Ansatz 0.2.0, scalar-relativistic PBE with plane waves and PAW, no spin polarization: zincblende ZnSe (F-43m, 2-atom cell) at several volumes, single-point runs with fixed atoms. Plane-wave cutoff 420 eV, 8×8×8 k mesh, Gaussian smearing of 0.02 eV. Both gaps are Kohn–Sham gaps read on the k mesh.

```
volume (Å³/atom)  shortest distance (Å)  band gap (eV)  least direct gap (eV)
          20.715                  2.378          1.678                  1.678
          21.519                  2.409          1.517                  1.517
          22.021                  2.427          1.421                  1.421
          22.757                  2.454          1.288                  1.288
          23.359                  2.476          1.184                  1.184
          23.539                  2.482          1.154                  1.154
          23.807                  2.491          1.111                  1.111
          24.952                  2.531          0.933                  0.933
          25.546                  2.551          0.847                  0.847
          25.860                  2.561          0.803                  0.803
          25.915                  2.563          0.795                  0.795
          27.174                  2.604          0.630                  0.630
```

No row breaks the pattern. As zincblende ZnSe expands from the first row to the last, its PBE gap shrinks by 1.05 eV without a kink. A quadratic in the logarithm of the volume, fitted by least squares to the eleven rows below 27 Å³/atom, passes within about half a meV of each. That is as close as gaps printed to 1 meV can be judged. The rows are a selection, however: runs that failed or met a known fault of the program are left out, as are some with graver warnings. The table therefore cannot show how often a run goes astray.

The last row was given a separate check, because the notes supplied with the data say that a band crossing between the sampled k points may be missed there. That caution comes from the data makers' tests on other systems; the run itself converged without a warning. The row was kept out of the fit and predicted from the others. The curve gives 0.629 eV and the calculation 0.630 eV, so the printed gap is in line with the rest. This does not rule out a missed crossing, since one between the sampled points would leave a gap read at the zone centre unchanged. None is expected in ZnSe while its gap there is open.

**Two false breaks**

The first false break appears when neighbouring rows are turned into slopes. Between 25.860 and 25.915 Å³/atom the gap seems to fall faster than on either side, with a slope of −3.77 eV per unit of $\ln V$, where $V$ is the volume per atom. The two printed gaps differ by only 8 meV, so rounding alone can shift this slope by about 0.5 eV. The unrounded values of the same two runs give −3.58 eV, which fits between the neighbouring slopes.

The second comes from choosing too simple a rule. A straight line in $\ln V$ amounts to a constant deformation potential, meaning that each per cent of volume always costs the same gap. Fitted to all twelve rows, it puts the first and the last gap about 20 meV too low and those in the middle up to 11 meV too high. Misses of one sign at both ends and the other sign between them are the mark of a curved trend, not of two faulty rows.

**Why the gap falls, and why so smoothly**

In a zincblende semiconductor such as ZnSe the lowest conduction state at Γ, the centre of the Brillouin zone, is built mainly from s orbitals that are antibonding between Zn and Se. The top of the valence band is built mainly from p orbitals, largely on Se, in a bonding combination. Longer bonds weaken both couplings: the antibonding level is pushed up less and the bonding level is pushed down less, so the two approach each other. The filled Zn 3d shell works against this at the valence edge: it pushes the p level up, and that push is expected to weaken with distance too. This picture is standard knowledge, and the runs support only part of it. The one at 23.539 Å³/atom reports a projected density of states, in which Se 4p dominates the top of the valence band, as described. A projection at one volume does not show how the couplings change with distance, and each cell has its own zero of energy, so the runs cannot show how much each edge contributes to the fall of the gap.

The smoothness follows from symmetry. Both atoms sit on fixed sites, so the volume is the only thing that changes. The two edge states belong to different symmetry types at Γ, and a uniform expansion cannot mix them. As long as no other level of its own symmetry comes close, each then follows its own smooth curve, and a sharp bend is expected only where a different state takes over one of the edges. In these runs both edges stay at Γ in every row, which is why the two gap columns are identical.

**A simple model, with one row worked out**

The coupling between neighbouring atoms comes largely from the kinetic energy of electrons spread over a bond of length $d$. On dimensional grounds that energy scales as $\hbar^2/(m d^2)$, with $m$ the electron mass. The differences between the atomic levels are taken as fixed. Over a modest range of bond lengths each band edge then shifts nearly in proportion to the coupling, which gives

$$E_\mathrm{gap} \approx A + \frac{B}{d^2}.$$

A particle in a box behaves in a similar way, since its level spacings shrink as one over the square of the box length. The analogy covers the scaling only. The spacings in a box never reach zero at a finite length, whereas the fitted constant $A$ below is negative, so the fitted curve does reach zero at a finite bond length.

A least-squares fit to all twelve rows gives $A=-4.666$ eV and $B=35.87$ eV Å². The constant $A$ is the value of the fitted line at infinite bond length, far outside the table, where the shifts are no longer proportional to the coupling. Neither constant should therefore be read as an atomic property. For the last row the geometry of zincblende gives

$$d^2=\tfrac{3}{16}(8V)^{2/3}=\tfrac{3}{16}(8\times 27.174)^{2/3}=6.779\ \text{Å}^2,$$

$$E_\mathrm{gap}\approx -4.666+\frac{35.87}{6.779}=0.625\ \text{eV}.$$

The calculated gap is 0.630 eV. This row was part of the fit and is its worst case, so the 5 meV miss shows the limit of the model within the table.

The model also explains why the slope weakens on expansion: the couplings are already smaller, so a further per cent of volume removes less of them. It has as many constants as the straight line, yet its typical miss is about 2 meV instead of 10. It still gives too little curvature, with both ends predicted slightly low. The gaps alone cannot tell whether the couplings fall faster than $1/d^2$ or whether treating the shifts as proportional is too crude.

**The same data against pressure**

Plotted against pressure, the trend is still smooth but far more strongly bent. The gap rises by 47 meV per GPa between the two most compressed rows and by 111 meV per GPa between the two most stretched ones. The gap's response to volume is not the reason, because the slope against $\ln V$ changes by less than a fifth, and it weakens on expansion where the pressure slope grows. What changes is the crystal's resistance to a change of volume, which drops from about 91 to 31 GPa. A stretched crystal yields more to each GPa, and its gap moves with it.

**Where a real break would come**

On compression, a break would come when a conduction valley away from Γ becomes the lowest. GaAs has the same structure and shows this at a few GPa, because its other valleys lie close above the one at Γ. A GaAs series would therefore rise like this one and then turn over at a kink. ZnSe has not reached that point at 20.715 Å³/atom, where the pressure is close to 10 GPa. If the new minimum fell between the sampled k points, the printed gap would come out too large, so a finer mesh is needed there. A real crystal may also leave the zincblende structure before any valley takes over, which these fixed cells cannot show.

On expansion, a break would come when the s-like level meets the valence edge. Below that edge it no longer sets the gap: the threefold p level is then only partly filled, and the gap stays at zero instead of turning negative. Extended beyond the table, both the $1/d^2$ model and the quadratic put this point near 33 Å³/atom. Both curves rest on nearly the same rows, so their agreement confirms neither the value nor that the gap closes at all.

That volume belongs to PBE, not to nature. Near zero pressure the calculated gap is 1.15 eV, while the measured one is roughly 2.7 eV (a rough, recalled value). Spin–orbit coupling is missing as well, and including it would lower the calculated gap by roughly 0.1 eV. With a gap that starts so much too small, the calculation probably closes it too early.

**What to do with this**

To interpolate within the table, use the quadratic from the eleven rows,

$$E_\mathrm{gap}=1.154-3.891\,x+1.62\,x^2\ \text{eV},\qquad x=\ln\frac{V}{23.539\ \text{Å}^3}.$$

Near zero pressure, one per cent more volume lowers the gap by about 39 meV, and one GPa of compression raises it by about 68 meV. Use these figures for shifts and take the gap itself from a measurement or a better method. How well PBE reproduces the shifts is not tested here. Heating is a separate matter, because lattice vibrations change the gap in addition to the expansion, and these runs hold the atoms still.

If a new volume seems to fall off the $1/d^2$ curve, first make sure that the bond length was computed from the volume. The printed shortest distance is rounded coarsely enough to fake a shift of about 2 meV in the $1/d^2$ model. Then, for a volume within the table or just beyond it, predict the gap from the other rows with the quadratic, as was done for the last row. The $1/d^2$ model is too coarse for this test, since it misses even sound rows by up to 5 meV. If the miss clearly exceeds the rounding, look up where in the zone the two band edges lie: an edge that has moved away from Γ suggests a physical break. If both edges are still at Γ and the gap is open, check the settings of the run first.
